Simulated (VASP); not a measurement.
The system is KCl (Sylvite).

```
K Cl
1.0
     0.00000    3.12700    3.12700
     3.12700    0.00000    3.12700
     3.12700    3.12700    0.00000
K Cl
1 1
Direct
  0.00000 0.00000 0.00000
  0.50000 0.50000 0.50000
```

Base run:

* Program: VASP 6.6.1
* Functional: PBE
* Potentials or basis: VASP PAW PBE potentials, release 64 (K_sv, Cl)
* Cutoff: 520 eV
* k mesh: 8 × 8 × 8
* Occupations: gaussian, width 0.03 eV
* Spin: no spin polarisation

Its results: band gap on the k mesh 5.25 eV, direct; pressure 1.2 GPa.

Q: The run is repeated on the same cell with these changes: functional from PBE to r2SCAN. What comes out?

A: Band gap on the k mesh 5.90 eV, direct; pressure 0.3 GPa.

r2SCAN gives the wider gap, since meta-GGAs in the generalised Kohn-Sham scheme recover part of the derivative discontinuity.

Caveats: the PAW data sets were made with another functional, which shifts forces and pressure a little (some runs).
